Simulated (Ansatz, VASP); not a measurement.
# ZnS in two plane-wave programs, part 2 of 2

Aim: how closely do two programs agree when they are given the same cell, functional and k mesh?

VASP 6.6.1 and Ansatz 0.2.0.

So far: Starting point; VASP: band structure, PBE-EpsX with an exact-exchange share of 0.167.

The database entry behind the starting cell differs from later determinations by our own check (about 0.1 % short), so it need not match the best structure at ambient conditions.

## 3. Ansatz: band structure, PBE-EpsX with an exact-exchange share of 0.167

Level of this step: Ansatz beside VASP: Kohn-Sham DFT, plane waves, PBE-EpsX (Ansatz).

Ansatz runs on its default PAW (the set named soft_2) files.

The same cell, functional, mesh and smearing now go to Ansatz, which takes its cutoff from its data sets.

Contents of input.yaml:

```yaml
crystal:
  lattice:
    - [0.0, 2.702, 2.702]
    - [2.702, 0.0, 2.702]
    - [2.702, 2.702, 0.0]
  atoms:
    - { symbol: Zn, position: [0.25, 0.25, 0.25] }
    - { symbol: S, position: [0.0, 0.0, 0.0] }
hamiltonian:
  xc: { exchange: pbe, correlation: pbe, exx: { coeff: 0.167 } }
  pseudopotentials: { kind: paw }
kpoints:
  mp_grid: { grid: [5, 5, 5] }
  band_path:
    path:
      - [0.0, 0.0, 0.0]
      - [0.5, 0.0, 0.5]
      - [0.5, 0.2, 0.7]
      - [0.4, 0.35, 0.75]
      - [0.15, 0.15, 0.3]
      - [0.2, 0.2, 0.2]
      - [0.55, 0.4, 0.55]
      - [0.6, 0.25, 0.65]
      - [0.5, 0.25, 0.75]
      - [0.5, 0.5, 0.5]
      - [0.375, 0.375, 0.75]
      - [0.5, 0.0, 0.5]
    npoints: 1
scf:
  occupations: { method: gaussian, width: 0.02 }
  n_extra_bands: 7
output:
  forces: true
  stress: true
  eigenvalues: true
```

Started as:

```sh
> ansatz run input.yaml --threads 4 --pin off --max-ram 9216MiB --backend cpu --events-out ev --progress --plain --runs-dir out
```

Numbers of over 12 decimals in the logs are rounded to 6 here.

The program printed:

```text
Warning: output.stress: scf.convergence.dr2_threshold = 1e-7 eV (the SCF's general default) is looser than the 2e-10 eV advised for a printed stress (1e-10 eV for each atom of the cell: 2). What an SCF threshold leaves in a stress goes as its square root, and in the free energy as the threshold itself, and one threshold admits the most on a small cell: [figures from the program's tests cut] Set scf.convergence.dr2_threshold to 2e-10 eV or tighter. The threshold is an SCF's pass mark: one that does not reach it within its budget of iterations ends unconverged, or closes short of it on a stop that the run arms, and scf.convergence.dr2_threshold's page says what that costs each kind of run
Warning: output.stress: scf.exx.energy_threshold = 1e-6 eV is looser than the 2e-8 eV advised for a stress under a hybrid functional (1e-8 eV for each atom of the cell: 2). Every SCF of the exchange loop can meet its threshold on dr2 while the loop round them stops early: no threshold on dr2 bounds what that leaves in the stress. Set scf.exx.energy_threshold to 2e-8 eV or tighter. The threshold is the loop's pass mark: a loop that does not reach it within its budget of cycles ends unconverged, and scf.exx.energy_threshold's page has the law
scf.n_extra_bands = 7 over 9 filled bands (N_el = 18.0): the run solves 16 bands
Engine: ansatz 0.2.0, aarch64-unknown-linux-gnu
Pseudopotentials: kind: paw
Pseudopotential: Zn, paw, valence charge 12, recommended cutoff 420 eV (normal), Zn.paw.azcp
Pseudopotential: S, paw, valence charge 6, recommended cutoff 420 eV (normal), S.paw.azcp
Functional definition: unnamed
  parameter a_1 = 0.167
  exchange = (1 - a_1)*pbe_x + a_1*exact_x
  correlation = pbe_c
Crystal: 2 atoms, lattice volume = 39.454 Å³
Basis set: ecut = 420 eV, 749 PW (Γ), exchange–correlation on 54×54×54 points (8 copies of the dense FFT grid, shifted against one another)
Bands: 16, of which v1, the nominal top of the filled ones, is band 9 counted from 1 (8 counted from 0)
Symmetry: 24 space group operations
Space group: F-43m (ITA 216), of the structure as read, at distance tolerance 3.4e-5 Å
k-points: 10 of 125 (time reversal used)
Non-local potential: Zn, projectors of the file, l = 0: 2, l = 1: 2, l = 2: 3, l = 3: 1
Non-local potential: S, projectors of the file, l = 0: 2, l = 1: 2, l = 2: 2
PAW form: soft (Blöchl's): semilocal exchange-correlation on the pseudo side does not see the compensation charge
PAW frozen core: Zn, regenerated for the run's functional, and the local potential with it (the file was generated under x = pbe(κ = 0.804, μ = 0.219515), c = pbe(β = 0.066725))
PAW frozen core: S, regenerated for the run's functional, and the local potential with it (the file was generated under x = pbe(κ = 0.804, μ = 0.219515), c = pbe(β = 0.066725))
PAW one-centre angular grid: Zn, 590 points (default); XC on 64 Gauss nodes
PAW one-centre angular grid: S, 110 points (default); XC on 64 Gauss nodes
Initial density: superposition of atomic densities (neutral atoms: chi_scale 0, normalization atom), corrected by the library's trained network
Initial wavefunctions: pseudopotential atomic-orbital guess
Functional: x = pbe(κ = 0.804, μ = 0.219515), c = pbe(β = 0.066725), warm-up for x = 0.833 pbe(κ = 0.804, μ = 0.219515) + 0.167 exact, c = pbe(β = 0.066725)
SCF iter   1: F=—  HF=-4222.719032 eV  |F-HF|=—  |Δ(HF+E_count)|=         —  Δρ=1.10e-3  dr2=4.94e-4  ethr=1.77e-3  ⟨swp⟩=10.3  Hψ=845  notcnv=0
preconditioner: auto → none  [insulator: Δε(μ)=2.106 eV  Ē_g=14.776 eV  σ=0.020 eV  W_gap=1.00  n_scr=14 (ndim 8)  ℏωp=25.1 eV  f_vac=0.026  D(μ)=0.00/eV (n_scr^D=0)]
SCF iter   2: F=-4222.718582 eV  HF=-4222.718862 eV  |F-HF|=2.80e-4  |Δ(HF+E_count)|=   1.70e-4  Δρ=9.63e-4  dr2=2.31e-4  ethr=2.75e-6  ⟨swp⟩=4.7  Hψ=528  notcnv=0  defer=1
SCF 1 stopped early in 2 iterations: F = -4222.718582 eV  dr2 = 2.31e-4
  greatest PAW one-centre occupation: 0.983 electrons in one spin orbital (limit 2), on the Zn atom at site 0 (counted from 0), in its partial waves of l = 2
Initial density: handed on by an earlier stage of this run
Initial wavefunctions: those handed on with the density
Functional: x = 0.833 pbe(κ = 0.804, μ = 0.219515) + 0.167 exact, c = pbe(β = 0.066725)
Frozen-core exchange: fock
SCF iter   1: F=—  HF=-4223.335062 eV  |F-HF|=—  |Δ(HF+E_count)|=         —  Δρ=1.39e-2  dr2=3.93e-2  ethr=1.28e-5  ⟨swp⟩=5.5  Hψ=697  notcnv=0
preconditioner: auto → none  [insulator: Δε(μ)=3.362 eV  Ē_g=17.100 eV  σ=0.020 eV  W_gap=1.00  n_scr=14 (ndim 8)  ℏωp=25.1 eV  f_vac=0.026  D(μ)=0.00/eV (n_scr^D=0)]
SCF iter   2: F=—  HF=-4223.325980 eV  |F-HF|=—  |Δ(HF+E_count)|=   9.08e-3  Δρ=2.34e-3  dr2=2.93e-3  ethr=1.28e-5  ⟨swp⟩=4.2  Hψ=565  notcnv=0
SCF iter   3: F=—  HF=-4223.326961 eV  |F-HF|=—  |Δ(HF+E_count)|=   9.81e-4  Δρ=3.12e-3  dr2=1.83e-3  ethr=1.28e-5  ⟨swp⟩=4.1  Hψ=487  notcnv=0
SCF iter   4: F=—  HF=-4223.326807 eV  |F-HF|=—  |Δ(HF+E_count)|=   1.54e-4  Δρ=1.41e-3  dr2=5.32e-4  ethr=9.00e-6  ⟨swp⟩=2.0  Hψ=251  notcnv=0
iter 5 solved again at ethr=2.97e-8 eV; its pass at ethr=1.81e-6 eV (dr2=5.35e-6 eV) is discarded
SCF iter   5: F=—  HF=-4223.326800 eV  |F-HF|=—  |Δ(HF+E_count)|=   6.83e-6  Δρ=1.82e-4  dr2=3.26e-5  ethr=2.97e-8  ⟨swp⟩=4.0  Hψ=635  notcnv=0
eigensolver tolerance schedule calibrated: the retry pair's looser diagonalisation under-reported the residual by θ = 0.46 (0.26/decade); ethr = c·dr2/N_el runs at the constant in force after the calibration composes with the one it found (an armed cap, an earlier calibration), c = 1.5e-2
SCF iter   6: F=—  HF=-4223.327142 eV  |F-HF|=—  |Δ(HF+E_count)|=   3.42e-4  Δρ=4.12e-4  dr2=3.42e-5  ethr=8.29e-9  ⟨swp⟩=5.0  Hψ=532  notcnv=0
SCF iter   7: F=-4223.327121 eV  HF=-4223.327121 eV  |F-HF|=5.14e-9  |Δ(HF+E_count)|=   2.05e-5  Δρ=1.73e-5  dr2=2.64e-7  ethr=8.29e-9  ⟨swp⟩=4.0  Hψ=423  notcnv=0
SCF 2 stopped early in 7 iterations: F = -4223.327121 eV  dr2 = 2.64e-7
  greatest PAW one-centre occupation: 0.985 electrons in one spin orbital (limit 2), on the Zn atom at site 0 (counted from 0), in its partial waves of l = 2
hybrid outer 1: dexx = +4.221e-3 eV, tail = 8.52e-6 eV
Frozen-core exchange: fock
SCF iter   1: F=—  HF=-4223.326960 eV  |F-HF|=—  |Δ(HF+E_count)|=         —  Δρ=2.91e-5  dr2=4.27e-7  ethr=2.37e-7  ⟨swp⟩=4.3  Hψ=355  notcnv=0
preconditioner: auto → none  [insulator: Δε(μ)=3.370 eV  Ē_g=16.928 eV  σ=0.020 eV  W_gap=1.00  n_scr=14 (ndim 8)  ℏωp=25.1 eV  f_vac=0.027  D(μ)=0.00/eV (n_scr^D=0)]
SCF iter   2: F=—  HF=-4223.326960 eV  |F-HF|=—  |Δ(HF+E_count)|=   3.45e-8  Δρ=1.22e-5  dr2=4.35e-8  ethr=3.26e-10  ⟨swp⟩=4.0  Hψ=425  notcnv=0
SCF iter   3: F=—  HF=-4223.326960 eV  |F-HF|=—  |Δ(HF+E_count)|=   1.49e-7  Δρ=7.43e-6  dr2=1.60e-8  ethr=1.87e-11  ⟨swp⟩=4.2  Hψ=438  notcnv=0  defer=2
SCF iter   4: F=-4223.326960 eV  HF=-4223.326960 eV  |F-HF|=1.72e-10  |Δ(HF+E_count)|=   3.06e-9  Δρ=1.06e-6  dr2=5.02e-10  ethr=1.20e-11  ⟨swp⟩=4.0  Hψ=389  notcnv=0
SCF 3 converged in 4 iterations: F = -4223.326960 eV  dr2 = 5.02e-10
  Residual-converged pass: ⟨swp⟩=2.0  Hψ=203  notcnv=0  max |occ|·‖R‖ = 2.2e-6 eV (tolerance 2.4e-6 eV)  dr2=5.03e-10  dr2_onsite=8.93e-10  max |Δocc| = 0.0e0
hybrid outer 2: dexx = +1.522e-7 eV, tail = 4.25e-9 eV, Δε = 1.42e-3 eV (about 4.19e-5 eV left of the loop's levels)
NSCF: frozen V_eff on 12 k-points
hybrid SCF converged: 2 outer / 11 inner (+2 warm-up), last move |dexx| = 1.52e-7 eV, tail = 4.25e-9 eV
Stability not checked: this state was not tested for a lower state beside it, because the functional holds exact exchange (a hybrid, or Hartree-Fock), whose exchange loop this test does not read (fock_operator; see scf.lower_state_search)
Free energy (F): -4223.326960 eV
Frozen-core exchange: fock
Harris-Foulkes:  -4223.326960 eV  (|F-HF|=1.72e-10)
Internal energy: -4223.326960 eV  (E = F + TS)
E sigma→0 (E₀):  -4223.326960 eV
Fermi energy:    6.742104 eV
--- Per-component energies (eV) ---
  E_band       = -21.266921
  E_kinetic    = 238.090186
  E_local      = -2047.705766  (includes V_loc(G=0)·N_el)
  E_nonlocal   = 645.876053
  E_hartree    = 859.491506
  E_xc         = -197.890698
  E_vxc        = -118.167435  (∫ρ·V_xc dr)
  E_exx        = -40.445201  (= α·E_x^exact, valence–valence)
  E_paw        = -2427.700229  (= ΣΔE_a)
  E_vpaw       = -377.452679  (= ΣTr[D̂ρ^β])
  E_aug_tail   = -0.000364  (compensation charges beyond the density's cutoff)
  E_ewald      = -1253.379294
  E_core_change = 0.336846  (= ΣΔE_core)
  E_smearing   = -0.000000  (= −TS)
  E_closure    = 0.000000  (closes the sum)
  Σ components = -4223.326960   (vs F -4223.326960, Δ=0.00e0)
--- Forces (eV/Å), atoms counted from 1 ---
  atom   1  Zn    -0.00000000     0.00000000     0.00000000
  atom   2  S      0.00000000     0.00000000    -0.00000000
  max |Σ_I F_I| component: 1.11e-16 eV/Å
--- Stress (GPa, compression-positive) ---
        1.024540       0.000000      -0.000000
       -0.000000       1.024540       0.000000
        0.000000       0.000000       1.024540
  P = ⅓ Tr σ = 1.0245 GPa (10.245 kbar)
--- Band table (eV; the first three rows and the last of 10) ---
  k-point 0: bands = [... 5 lower, -1.8964, 5.0567, 5.0567, 5.0567, 8.4274, 12.7870, 12.7870, 12.7870, ... 3 higher]
  k-point 1: bands = [... 5 lower, -1.8980, 2.7928, 4.7087, 4.7087, 9.7286, 12.9199, 13.3192, 13.3192, ... 3 higher]
  k-point 2: bands = [... 5 lower, -1.8777, 0.1038, 4.2256, 4.2256, 9.7165, 13.3614, 13.3614, 14.9204, ... 3 higher]
  k-point 9: bands = [... 5 lower, -1.6033, 0.3817, 2.0821, 2.9165, 11.7554, 12.1814, 13.5678, 16.3469, ... 3 higher]
```

The job ended after 19 s (4 threads of Arm Neoverse V1, shared host; peak memory 0.76 GiB).

In the SCF lines HF is the Harris–Foulkes energy and dr2 the Hartree energy of the density residual, in eV; the loop may stop once dr2 is under the threshold and the program's other checks hold. Hψ counts applications of the Hamiltonian.

## 4. Comparison

Known differences besides the potentials themselves: exact exchange at q = 0 is treated differently, which shows on coarse meshes; VASP keeps PBE cores, Ansatz makes them for the functional; the cutoff is 420 eV in Ansatz and 400 eV in VASP; VASP takes a coarser grid for exact exchange (PRECFOCK = Fast). Total energies have different zeros and are not compared.

The two programs side by side:

```csv
quantity,Ansatz,VASP,difference
gap over the path points (eV),3.371,3.370,0.000
```

Levels at points of the path, from each program's valence-band top (eV; 4 filled, then empty):

```csv
k (reciprocal lattice),Ansatz,VASP
0.000 0.000 0.000,-6.95 0.00 0.00 0.00 3.37 7.73 7.73,-6.91 0.00 0.00 0.00 3.37 7.74 7.74
0.500 0.000 0.500,-6.70 -4.91 -2.32 -2.32 4.52 5.34 12.51,-6.66 -4.90 -2.32 -2.32 4.52 5.34 12.52
0.500 0.200 0.700,-6.54 -4.80 -2.87 -2.80 6.50 7.17 9.77,-6.50 -4.81 -2.86 -2.81 6.50 7.17 9.79
0.400 0.350 0.750,-6.57 -4.84 -3.28 -1.97 5.46 7.34 10.56,-6.53 -4.85 -3.28 -1.97 5.46 7.34 10.59
0.150 0.150 0.300,-6.94 -2.61 -1.23 -0.31 5.39 7.46 8.39,-6.89 -2.60 -1.22 -0.31 5.39 7.47 8.40
0.200 0.200 0.200,-6.96 -2.26 -0.35 -0.35 4.67 7.86 8.26,-6.91 -2.26 -0.35 -0.35 4.67 7.88 8.27
0.550 0.400 0.550,-6.68 -5.33 -1.87 -1.17 5.53 7.56 8.93,-6.64 -5.33 -1.87 -1.17 5.53 7.57 8.95
0.600 0.250 0.650,-6.57 -4.84 -3.28 -1.97 5.46 7.34 10.56,-6.53 -4.85 -3.28 -1.97 5.46 7.34 10.59
0.500 0.250 0.750,-6.53 -4.79 -2.92 -2.85 6.90 7.53 9.26,-6.48 -4.79 -2.92 -2.85 6.91 7.53 9.27
0.500 0.500 0.500,-6.73 -5.54 -0.90 -0.90 4.60 8.24 8.24,-6.69 -5.55 -0.90 -0.90 4.60 8.25 8.25
```

Among the levels compared at these points, filled levels agree within 43 meV and empty ones within 38 meV.

## 5. Results

| Property | Result |
| --- | --- |
| difference in gap over the path points (band structure, PBE-EpsX with an exact-exchange share of 0.167) | 2.0e-4 eV |

**Reading.** The difference in gap over the path points is 2.0e-4 eV (band structure, PBE-EpsX with an exact-exchange share of 0.167), within the 0.08 eV picked in this series as the mark of a large difference. How closely two codes agree says nothing of how well the functional describes the real material.

[Lines on the potential files, build, host, timing and source positions are cut from VASP's logs without a mark.]

[Logs are printed without paths, hosts, clocks, repeated set-up lines and the standing remarks that a program may print on its own settings, such as how far it seeks lower states.]

[Hosts, paths, dates, database ids (printed as entryN), source tags and the programs' standing remarks are cut or masked in the printed files.]
